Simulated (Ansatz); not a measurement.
# VN: the cost of one run

Computed with Ansatz 0.2.0 (DFT PBEsol, scalar-relativistic, plane waves, PAW, unless a step's input says otherwise).

4 further runs of the same task are left out: 1 that didn't finish, 3 set aside as unsound or not needed.

## 1. The structure to begin with

It takes space group Fm-3m (No. 225, cubic). Conventional cell: a = 4.073 Å, b = 4.073 Å, c = 4.073 Å, α = 90.00°, β = 90.00°, γ = 90.00°. V (site symmetry m-3m) is surrounded by 6 N at 2.04 Å. N (site symmetry m-3m) has 6 V at 2.04 Å as nearest neighbours.

Coordinates:

```
CELL_PARAMETERS angstrom
0.00000 2.03642 2.03642
2.03642 0.00000 2.03642
2.03642 2.03642 0.00000
ATOMIC_POSITIONS crystal
V 0.00000 0.00000 0.00000
N 0.50000 0.50000 0.50000
```

It is the result of an earlier relaxation at this level (volume 8.45 Å³/atom; gap on the mesh: none (metal)).

The bulk reference comes from a run made before at the same settings: -1633.0468 eV/atom.

## 2. Cutting the (111) slab

Planes are indexed in the bulk's conventional cell (Fm-3m (No. 225)), a = 4.073 Å, b = 4.073 Å, c = 4.073 Å, α = 90.00°, β = 90.00°, γ = 90.00°.

The slab is a (111) slab, 10.6 Å thick as cut, with 15 Å of vacuum; its outer planes are V (top) and N (bottom).

The slab as cut. Its planes from the bottom up:

```csv
plane,atoms per cell,height over the lowest (Å)
1,N,0.00
2,V,1.18
3,N,2.35
4,V,3.53
5,N,4.70
6,V,5.88
7,N,7.05
8,V,8.23
9,N,9.41
10,V,10.58
```

## 3. The slab as cut, atoms at the bulk's places

The cell repeats along c, and a dipole correction in the vacuum removes the field between the copies.

Input file input.yaml:

```yaml
crystal:
  lattice:
    - [2.8799338781, 0.0, 0.0]
    - [-1.4399669391, 2.4940958997, 0.0]
    - [0.0, 0.0, 25.5815527416]
  atoms:
    - { symbol: "N", position: [0.3333333333, 0.6666666667, 0.2931800144] }
    - { symbol: V, position: [0.6666666667, 0.3333333333, 0.3391400112] }
    - { symbol: "N", position: [0.0, 0.0, 0.385100008] }
    - { symbol: V, position: [0.3333333333, 0.6666666667, 0.4310600048] }
    - { symbol: "N", position: [0.6666666667, 0.3333333333, 0.4770200016] }
    - { symbol: V, position: [0.0, 0.0, 0.5229799984] }
    - { symbol: "N", position: [0.3333333333, 0.6666666667, 0.5689399952] }
    - { symbol: V, position: [0.6666666667, 0.3333333333, 0.614899992] }
    - { symbol: "N", position: [0.0, 0.0, 0.6608599888] }
    - { symbol: V, position: [0.3333333333, 0.6666666667, 0.7068199856] }
basis:
  ecutwfc: 420
kpoints:
  mp_grid: { grid: [12, 12, 1] }
hamiltonian:
  xc: pbesol
scf:
  occupations: { method: gaussian, width: 0.1 }
output:
  forces: true
  stress: true
  eigenvalues: true
  write_density: true
  write_potential: true
  elf: true
  volumetric_format: npy
efield:
  axis: 3
  dipole_correction: true
  ramp_width: 0.04
```

Command:

```
$ ansatz run input.yaml --threads 1 --pin off --max-ram 2560MiB --backend cpu --events-out ev --progress --plain --runs-dir out
```

What time and memory should one allow on 1 thread of Intel Xeon 6975P-C (Granite Rapids), shared host?

About 15 s, with a peak of 0.51 GiB.
